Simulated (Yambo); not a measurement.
# SiC (Moissanite 3C): energy-loss spectrum with PBE

**Experimental background.**

“Insight into the structural, elastic and electronic properties of a new orthorhombic 6O-SiC polytype”, 2020, pmc:7200658 quotes, for a bulk crystal of SiC: band gap 2.4 eV (indirect).

The system is SiC (Moissanite 3C).

```
CELL_PARAMETERS angstrom
0.00000 2.17900 2.17900
2.17900 0.00000 2.17900
2.17900 2.17900 0.00000
ATOMIC_POSITIONS crystal
Si 0.00000 0.00000 0.00000
C 0.75000 0.75000 0.75000
```

```yaml
Program: Yambo 5.3.0
Task: energy-loss spectrum
Functional: PBE
Potentials_or_basis: PseudoDojo 0.4.1 SR PBE standard
Cutoff: 1116 eV
Density_cutoff: 4463 eV
k_mesh: 12 × 12 × 12
Occupations: fixed
Spin: no spin polarisation
k_mesh_of_the_self-consistent_run: 12 × 12 × 12
Broadening: 0.3 eV
Kernel: Hartree (RPA with local fields)
Top_of_the_energy_range: 50 eV
Energy_points: 250
Correction_of_the_levels: none
Bands_in_the_response: 34
Cutoff_of_the_response_matrix: 3 Ry
```

```json
{"Band gap on the k mesh, mean-field level": "1.36 eV, indirect (least direct gap 4.55 eV)", "Peak of the energy-loss function": "23.5 eV"}
```

Energy-loss function at q = [0.0, 0.0, 0.16667] (reciprocal lattice):
```json
{"energy (eV)": "0.0", "loss": "0.005"}
{"energy (eV)": "2.2", "loss": "0.006"}
{"energy (eV)": "4.4", "loss": "0.011"}
{"energy (eV)": "6.4", "loss": "0.037"}
{"energy (eV)": "8.6", "loss": "0.084"}
{"energy (eV)": "10.8", "loss": "0.140"}
{"energy (eV)": "13.1", "loss": "0.214"}
{"energy (eV)": "15.3", "loss": "0.337"}
{"energy (eV)": "17.5", "loss": "0.618"}
{"energy (eV)": "19.5", "loss": "1.112"}
{"energy (eV)": "21.7", "loss": "2.862"}
{"energy (eV)": "23.9", "loss": "2.848"}
{"energy (eV)": "26.1", "loss": "1.563"}
{"energy (eV)": "28.3", "loss": "0.671"}
{"energy (eV)": "30.5", "loss": "0.478"}
{"energy (eV)": "32.5", "loss": "0.384"}
{"energy (eV)": "34.7", "loss": "0.348"}
{"energy (eV)": "36.9", "loss": "0.288"}
{"energy (eV)": "39.2", "loss": "0.249"}
{"energy (eV)": "41.4", "loss": "0.173"}
{"energy (eV)": "43.6", "loss": "0.153"}
{"energy (eV)": "45.6", "loss": "0.146"}
{"energy (eV)": "47.8", "loss": "0.127"}
{"energy (eV)": "50.0", "loss": "0.082"}
```

It took 47 s on 1 thread of Intel(R) Xeon(R) 6975P-C (Granite Rapids) (shared host).

Against the measured gap of SiC, 2.4 eV (indirect; quoted in “Insight into the structural, elastic and electronic properties of a new orthorhombic 6O-SiC polytype”, 2020, pmc:7200658), the calculated 1.36 eV is off by -1.04 eV. The value is that of PBE on a finite k mesh, which can miss the band edges, without temperature or zero-point motion. Semilocal functionals fall short of measured gaps as a rule.
